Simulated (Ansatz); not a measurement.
## PbS (Fm-3m), a vibration from a frozen displacement

These are results of DFT r2SCAN, scalar-relativistic, plane waves, PAW in Ansatz 0.2.0, not measurements. The runs took a 500 eV cutoff, a Γ-centred 8×8×8 mesh and Gaussian smearing (0.05 eV). Spin–orbit coupling is left out, which matters for the heavy elements here. No spin polarisation. Energies are free energies at this smearing, counted from the undisturbed cell; pressure is positive in compression.

Zero of the scan (as given, not relaxed at this level; it stands at 1.4 GPa):

```yaml
crystal:
  lattice:
    - [0.00000, 2.96500, 2.96500]
    - [2.96500, 0.00000, 2.96500]
    - [2.96500, 2.96500, 0.00000]
  atoms:
    - { symbol: Pb, position: [0.00000, 0.00000, 0.00000] }
    - { symbol: S, position: [0.50000, 0.50000, 0.50000] }
```

Every S atom is moved by x along the Cartesian unit vector (0.000, 0.000, 1.000); the cell and all other atoms stay fixed. The cell's volume is 52.13 Å³; the moved atoms weigh 32.060 u together and the others 207.200 u. Some rows repeat others by symmetry and weren't run.

| x (Å) | ΔE (meV/cell) | total force on the moved atoms along the move (eV/Å) | pressure (GPa) |
| --- | --- | --- | --- |
| -0.5000 | 248.17 | 1.7595 | 6.1463 |
| -0.4375 | 155.49 | 1.2288 | 4.8529 |
| -0.3750 | 91.98 | 0.8225 | 3.8185 |
| -0.3125 | 50.51 | 0.5204 | 3.0033 |
| -0.2500 | 25.12 | 0.3052 | 2.3761 |
| -0.1875 | 10.87 | 0.1616 | 1.9134 |
| -0.1250 | 3.75 | 0.0741 | 1.5978 |
| -0.0625 | 0.77 | 0.0265 | 1.4158 |
| 0.0000 | 0.00 | 0.0000 | 1.3571 |
| 0.0625 | 0.77 | -0.0265 | 1.4158 |
| 0.1250 | 3.75 | -0.0741 | 1.5978 |
| 0.1875 | 10.87 | -0.1616 | 1.9134 |
| 0.2500 | 25.12 | -0.3052 | 2.3761 |
| 0.3125 | 50.51 | -0.5204 | 3.0033 |
| 0.3750 | 91.98 | -0.8225 | 3.8185 |
| 0.4375 | 155.49 | -1.2288 | 4.8529 |
| 0.5000 | 248.17 | -1.7595 | 6.1463 |

Task: What frequency belongs to this motion?

Result: The force constant is k = −dF/dx = 0.424 eV/Å², from the parabola through x = -0.0625, 0 and 0.0625. In every cell the moved atoms swing against the rest, so the mass is μ = m₁m₂/(m₁ + m₂) = 27.764 u, and ν̃ = 521.5 cm⁻¹ × √(|k|/μ) = 64 cm⁻¹, at this cell's pressure of 1.4 GPa. To first order in x, and within 1 %, the force on every atom lies along the move and, within each of the two groups, in proportion to the atom's mass, so this is itself a mode at the zone centre of this cell, taken without macroscopic field (the transverse frequency in a polar insulator).

Task: How far does the harmonic law reach?

Result: At x = -0.500 Å, kx²/2 = 53.00 meV against the computed 248.17 meV (+368.2 %): the well stiffens in this direction at large amplitude.